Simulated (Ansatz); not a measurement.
## HfN under changes of volume

One of the cells (11.273 Å³/atom); the others are scaled copies at fixed shape and fractional positions:

```xyz
2
Lattice="2.8250 0.0000 0.0000 0.0000 2.8250 0.0000 0.0000 0.0000 2.8250" Properties=species:S:1:pos:R:3 pbc="T T T"
Hf    1.4125    1.4125    1.4125
N     0.0000    0.0000    0.0000
```

The cell was built by a generator and needn't be a form met in nature.

| Property | Result |
| --- | --- |
| Program | Ansatz 0.2.0 |
| Functional | LDA |
| Potentials or basis | Ansatz PAW |
| Cutoff | 420 eV (not typed: the program's choice for these potentials) |
| k mesh | 9 × 9 × 9 |
| Occupations | fermi-dirac, width 0.05 eV |
| Spin | no spin polarisation |

```tsv
volume (Å³/atom)	energy over the lowest point (meV/atom)	pressure (GPa)
10.597	0.00	0.0
10.822	4.03	-5.6
11.048	?	?
11.273	33.38	-14.9
11.498	57.22	-18.9
11.724	86.42	-22.4
11.949	120.22	-25.6
```

Q: What does the run at 11.048 Å³/atom give?

A: Energy over the lowest point 15.46 meV/atom; pressure -10.5 GPa.

Worked out: A Birch-Murnaghan fit of order 3 (a polynomial in V^(-2/3)) to the other rows has its minimum at 10.60 Å³/atom, just outside them, with B0 = V·E''(V) = 275 GPa and B' = 4.2. It gives 15.45 meV/atom at 11.048 Å³/atom, against the run's 15.46, and -dE/dV = -10.5 GPa, against -10.5.

Energies are extrapolated to zero smearing.

Caveats: the PAW data sets come from PBE, with cores solved anew for the run's functional, which leaves a small shift of forces and pressure.
